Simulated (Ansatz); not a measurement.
**In under changes of volume**

One of the cells (26.540 Å³/atom); the others are scaled copies at fixed shape and fractional positions:

```
In
1.0
     3.33548    0.00000    0.00000
    -1.66774    2.88861    0.00000
     0.00000    0.00000    5.50914
In
2
Direct
  0.66667 0.33333 0.75000
  0.33333 0.66667 0.25000
```

This isn't the form of In at room conditions, which is tetragonal.

- Program: Ansatz 0.2.0
- Functional: PBEsol
- Potentials or basis: Ansatz PAW
- Cutoff: 420 eV (not typed: the program's choice for these potentials)
- k mesh: 9 × 9 × 5
- Occupations: fermi-dirac, width 0.05 eV
- Spin: no spin polarisation

```csv
volume (Å³/atom),energy over the lowest point (meV/atom),pressure (GPa)
24.948,2.36,1.3
25.478,0.00,0.3
26.009,0.82,-0.6
26.540,4.43,-1.4
27.071,10.39,-2.0
27.602,?,?
28.133,27.69,-3.0
```

Task: What does the run at 27.602 Å³/atom give?

Result: Energy over the lowest point 18.26 meV/atom; pressure -2.6 GPa.

Worked out: A Birch-Murnaghan fit of order 3 (a polynomial in V^(-2/3)) to the other rows has its minimum at 25.59 Å³/atom with B0 = V·E''(V) = 46 GPa and B' = 7.1 at fixed shape and positions, which overstates the stiffness. It gives 18.23 meV/atom at 27.602 Å³/atom, against the run's 18.26, and -dE/dV = -2.6 GPa, against -2.6.

Energies are extrapolated to zero smearing.

Caveats: the PAW data sets come from PBE, with cores solved anew for the run's functional, which leaves a small shift of forces and pressure.
